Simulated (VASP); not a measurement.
CF4: single point with PBE+D3(BJ)

CF4:

```
CELL_PARAMETERS angstrom
8.99588 0.00000 0.00000
0.00000 8.99588 0.00000
0.00000 0.00000 8.99588
ATOMIC_POSITIONS crystal
C 0.19692 0.23846 0.87633
C 0.53895 0.73180 0.71652
C 0.77345 0.90231 0.19805
C 0.97372 0.72093 0.63507
C 0.30600 0.93876 0.33341
C 0.49502 0.37430 0.35795
C 0.65064 0.20898 0.85323
C 0.00216 0.26142 0.32070
F 0.19817 0.35740 0.78918
F 0.28920 0.25756 0.98645
F 0.06426 0.20685 0.93001
F 0.25033 0.12652 0.78645
F 0.58605 0.85315 0.63752
F 0.62282 0.70608 0.83086
F 0.40214 0.75722 0.76792
F 0.53753 0.61848 0.62452
F 0.69683 0.98329 0.28905
F 0.87921 0.81325 0.27136
F 0.68051 0.79635 0.13803
F 0.84206 0.98369 0.10118
F 0.86152 0.79163 0.58669
F 0.05436 0.81064 0.71345
F 0.92248 0.60405 0.70008
F 0.06734 0.65909 0.51836
F 0.35631 0.00542 0.20198
F 0.34902 0.80338 0.34432
F 0.35281 0.01785 0.45134
F 0.15791 0.93387 0.32018
F 0.37628 0.45334 0.35503
F 0.49417 0.29960 0.23335
F 0.61886 0.46179 0.35610
F 0.49775 0.28841 0.47065
F 0.71738 0.28208 0.97049
F 0.57714 0.09465 0.91808
F 0.56641 0.29789 0.77132
F 0.74947 0.16435 0.75637
F 0.92020 0.36563 0.26175
F 0.09254 0.20269 0.21283
F 0.08003 0.31292 0.43751
F 0.91725 0.14192 0.37174
```

The cell was built by a generator and needn't be a form met in nature.

```yaml
Program: VASP 6.6.1
Task: single point
Functional: PBE
Dispersion: D3(BJ)
Potentials_or_basis: VASP PAW PBE potentials, release 64 (C, F)
Cutoff: 520 eV
k_mesh: 1 × 1 × 1
Occupations: fermi-dirac, width 0.05 eV
Spin: no spin polarisation
```

- Pressure: 2.5 GPa
- Largest force: 4.025 eV/Å
- Band gap on the k mesh: 8.30 eV, direct
- Dispersion energy per atom: -0.029 eV

Forces in eV/Å, atoms in the order of the input:
```
C    0.929 -0.969 -1.615
C   -0.892  1.421 -0.946
C    0.522 -3.893  0.796
C    2.441 -1.863 -2.603
C   -0.718  1.885 -1.592
C    1.798  1.148 -1.733
C    0.309  0.309  1.300
C    0.506 -2.325  0.335
F   -0.659  1.181 -0.258
F    1.133  0.270  1.332
F   -0.888 -0.164 -0.387
F   -0.537 -0.290  0.545
F   -0.155 -0.122  0.528
F    1.665 -0.267  1.291
F   -0.911  0.270 -0.053
F    0.024 -1.225 -0.739
F   -0.802  0.820  1.183
F   -0.661  1.219 -0.213
F    0.157  0.915 -0.495
F    0.496  0.700 -1.436
F   -2.275  2.063 -2.151
F    1.445  0.685  1.506
F   -0.303 -2.257  2.319
F   -1.032  1.300  0.963
F    0.125 -0.579  1.242
F    1.591 -2.278  0.090
F   -0.319  0.082 -0.270
F   -0.563  0.567  0.568
F   -2.560  2.364  0.692
F    0.510 -1.818 -1.968
F    0.088  0.278  0.332
F    0.227 -1.855  2.610
F   -0.332  0.056 -0.970
F   -0.171  0.220 -0.745
F   -1.532  0.817  0.758
F    1.793 -1.405 -0.308
F   -0.670  0.617 -0.155
F   -0.202  0.753  0.957
F    0.016 -0.010 -0.465
F    0.407  1.380 -0.245
```

Stress tensor (GPa, compression positive):
```
 3.16 -1.44  0.86
-1.44  2.67 -0.25
 0.86 -0.25  1.59
```

Levels at points of the mesh, in eV from the valence-band top:
```tsv
k point	band 125	band 126	band 127	band 128	band 129	band 130	band 131	band 132
(0.00, 0.00, 0.00)	-0.24	-0.18	-0.04	0.00	8.30	10.13	10.18	10.24
```

It took 110 s on 1 thread of AMD EPYC 9R45 96-Core Processor (Zen 5) (shared host), peak memory 0.61 GiB.

Expect the measured gap to be larger: semilocal functionals such as PBE lack the derivative discontinuity.
